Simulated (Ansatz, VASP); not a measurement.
Two plane-wave programs on HBr

INCAR

```
SYSTEM = HBr
PREC = Accurate
ENCUT = 520
EDIFF = 1E-7
ISMEAR = 0
SIGMA = 0.02
LREAL = .False.
LASPH = .True.
NELM = 60
ALGO = Normal
ISIF = 2
LWAVE = .False.
LCHARG = .False.
GGA = PS
NBANDS = 16
```

File KPOINTS:

```
regular mesh
0
Gamma
  6 6 8
  0 0 0
```

POSCAR

```
HBr
1.0
    5.4459128156      0.0000000000      0.0000000000
    0.0000000000      5.4459128156      0.0000000000
    0.0000000000      0.0000000000      3.3423027804
H Br
2 2
Direct
    0.0000000000      0.0000000000      0.0000000000
    0.5000000000      0.5000000000      0.5000000000
    0.0000000000      0.0000000000      0.5000000000
    0.5000000000      0.5000000000      0.0000000000
```

Input for Ansatz:

```yaml
crystal:
  lattice:
    - [5.4459128156, 0.0, 0.0]
    - [0.0, 5.4459128156, 0.0]
    - [0.0, 0.0, 3.3423027804]
  atoms:
    - { symbol: H, position: [0.0, 0.0, 0.0] }
    - { symbol: H, position: [0.5, 0.5, 0.5] }
    - { symbol: Br, position: [0.0, 0.0, 0.5] }
    - { symbol: Br, position: [0.5, 0.5, 0.0] }
basis:
  ecutwfc: 420
kpoints:
  mp_grid: { grid: [6, 6, 8] }
  band_path: { path: [VBM, CBM], npoints: 2 }
hamiltonian:
  xc: pbesol
scf:
  occupations: { method: gaussian, width: 0.02 }
output:
  forces: true
  stress: true
  eigenvalues: true
checkpoint:
  read: start.run
  write: ck
  compress: false
  write_wavefunctions: false
  write_every: 100000
```

Alike in both runs: task single point; functional PBEsol; k mesh 6 × 6 × 8; occupations gaussian, width 0.02 eV; no spin polarisation.

|  | VASP | Ansatz |
| --- | --- | --- |
| version | VASP 6.6.1 | Ansatz 0.2.0 |
| potentials or method | VASP PAW PBE potentials, release 64 (H, Br) | scalar-relativistic, plane waves, PAW |
| plane-wave cutoff (eV) | 520 | 420 |
| valence electrons in the cell | 16 | 16 |

```csv
,VASP,Ansatz,Ansatz less VASP
gap on the k mesh at the Fermi level (eV),1.42,1.43,+0.001
least direct gap on the mesh (eV),1.72,1.72,+0.002
pressure (GPa),0.0,0.0,+0.01
largest component of the traceless stress (GPa),0.10,0.06,-0.040
```

Caveats: the PAW data sets were made with another functional, which shifts forces and pressure a little (VASP). A k mesh can miss the band edges. As with any semilocal functional, this PBEsol gap is likely too small.
